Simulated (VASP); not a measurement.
Wanted: the native input for a VASP 6.6.1 run.

```
Task                   : single point
Functional             : LDA
Potentials or basis    : VASP PAW LDA potentials, release 64 (Mn_pv, O)
Cutoff                 : 520 eV
k mesh                 : 7 × 7 × 7
Occupations            : gaussian, width 0.05 eV
Spin                   : collinear spin, ferromagnetic start
Starting moments       : [4.0, 0.0] μB
Hubbard terms          : Mn d U = 7 eV
Further INCAR settings : ALGO = Fast; EDIFF = 1e-06
```

The structure of MnO lies in POSCAR:

```
MnO
1.0
    0.0000000000      2.2220003300      2.2220003300
    2.2220003300      0.0000000000      2.2220003300
    2.2220003300      2.2220003300      0.0000000000
Mn O
1 1
Direct
    0.0000000000      0.0000000000      0.0000000000
    0.5000000000      0.5000000000      0.5000000000
```

The input as run:

INCAR

```
PREC = Accurate
ENCUT = 520
EDIFF = 1E-6
ISMEAR = 0
SIGMA = 0.05
LREAL = False
LASPH = True
NELM = 100
ALGO = Fast
ISIF = 2
LWAVE = False
LCHARG = True
ISPIN = 2
MAGMOM = 4 0
LORBIT = 11
LMAXMIX = 4
LDAU = True
LDAUTYPE = 2
LDAUL = 2 -1
LDAUU = 7 0
LDAUJ = 0 0
LDAUPRINT = 1
GGA = CA
LELF = True
LVHAR = True
```

KPOINTS

```
regular mesh
0
Gamma
  7 7 7
```

Potentials or basis: VASP PAW LDA potentials, release 64 (Mn_pv, O).

Run with:

```console
$ cat potpaw_LDA.64/Mn_pv/POTCAR potpaw_LDA.64/O/POTCAR > POTCAR
$ mpirun -np 1 vasp_std > vasp.out
```

It gave:

```
Pressure                                              : -3.2 GPa
Band gap on the k mesh                                : 0.89 eV, indirect (least direct gap 2.73 eV)
Net moment                                            : 5.00 μB per cell
Site moments                                          : Mn +4.67; O +0.12 μB
Valence electrons inside the program's atomic spheres : Mn 11.38; O 4.98
```

Caveat: an odd mesh through Γ misses points on the zone boundary, where band edges often lie; a cell with one magnetic atom can't hold antiferromagnetic order, which such compounds often take.

Run time: 8.6 s on 1 thread of Intel(R) Xeon(R) Platinum 8559C (Emerald Rapids), with other jobs on the host, peak memory 0.12 GiB.
